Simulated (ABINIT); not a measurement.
Os:

```
CELL_PARAMETERS angstrom
2.73410 0.00000 0.00000
-1.36705 2.36780 0.00000
0.00000 0.00000 4.31970
ATOMIC_POSITIONS crystal
Os 0.66667 0.33333 0.75000
Os 0.33333 0.66667 0.25000
```

- Program: ABINIT 10.8.3 (patched build)
- Task: relaxation of cell and atoms
- Functional: RPBE
- Potentials or basis: JTH PAW PBE v2.0
- Cutoff: 408 eV
- k mesh: 11 × 11 × 6
- Occupations: fermi-dirac, width 0.05 eV
- Spin: no spin polarisation

At the start: pressure 13.0 GPa; volume 13.98 Å³/atom.

Task: Where does the relaxation end?

Result: Over 5 steps the energy falls by 17.5 meV/atom and the volume is 14.43 Å³/atom (+3.2 %); space group P6_3/mmc (No. 194, to 0.05 Å).

The path:
```csv
step,energy change (eV),largest force (eV/Å),pressure (GPa),volume (Å³)
1,0.0000,0.0000,13.03,27.96
2,-0.0324,0.0000,-3.20,29.09
3,-0.0349,0.0000,-0.16,28.86
4,-0.0349,0.0000,0.01,28.85
5,-0.0349,0.0000,0.01,28.85
```

Final structure:
```cif
data_structure
_symmetry_space_group_name_H-M 'P 1'
_symmetry_Int_Tables_number 1
_cell_length_a 2.7631
_cell_length_b 2.7631
_cell_length_c 4.3635
_cell_angle_alpha 90.000
_cell_angle_beta 90.000
_cell_angle_gamma 120.000
_cell_volume 28.85
loop_
_atom_site_label
_atom_site_type_symbol
_atom_site_fract_x
_atom_site_fract_y
_atom_site_fract_z
_atom_site_occupancy
Os1 Os 0.66667 0.33333 0.75000 1
Os2 Os 0.33333 0.66667 0.25000 1
```

Caveat: the PAW data sets were made with another functional, which shifts forces and pressure a little.
